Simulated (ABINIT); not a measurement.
The system is As.

```xyz
2
Lattice="4.5664 0.0000 0.0000 -2.2832 3.9546 0.0000 0.0000 0.0000 2.8337" Properties=species:S:1:pos:R:3 pbc="T T T"
As    0.0000    2.6364    0.0000
As    2.2832    1.3182    0.0000
```

The cell was built by a generator and needn't be a form met in nature.

- Program: ABINIT 10.8.3 (patched build)
- Task: relaxation of cell and atoms
- Functional: PBE
- Dispersion: D2
- Potentials or basis: JTH PAW PBE v2.0
- Cutoff: 408 eV
- k mesh: 7 × 7 × 9
- Occupations: fermi-dirac, width 0.05 eV
- Spin: no spin polarisation

At the start: pressure -2.3 GPa; volume 25.59 Å³/atom.

Problem. How do energy, volume and symmetry change on relaxing?

Solution. Over 7 steps the energy falls by 9.8 meV/atom and the volume is 24.59 Å³/atom (-3.9 %); space group P6/mmm (No. 191, to 0.05 Å).

Step by step:
| step | energy change (eV) | largest force (eV/Å) | pressure (GPa) | volume (Å³) |
| --- | --- | --- | --- | --- |
| 1 | 0.0000 | 0.0002 | -2.32 | 51.17 |
| 2 | -0.0069 | 0.0002 | -1.93 | 50.81 |
| 3 | -0.0193 | 0.0000 | -0.03 | 49.25 |
| 4 | -0.0195 | 0.0000 | -0.16 | 49.34 |
| 5 | -0.0196 | 0.0000 | -0.16 | 49.32 |
| 6 | -0.0197 | 0.0000 | -0.07 | 49.23 |
| 7 | -0.0197 | 0.0001 | -0.02 | 49.18 |

Final structure:
```yaml
crystal:
  lattice:
    - [4.48721, 0.00006, 0.00000]
    - [-2.24355, 3.88607, 0.00000]
    - [0.00000, 0.00000, 2.82034]
  atoms:
    - { symbol: As, position: [0.33333, 0.66667, 0.00000] }
    - { symbol: As, position: [0.66667, 0.33333, 0.00000] }
```

Caveat: pairwise dispersion overbinds metals, which lowers pressure and volume.
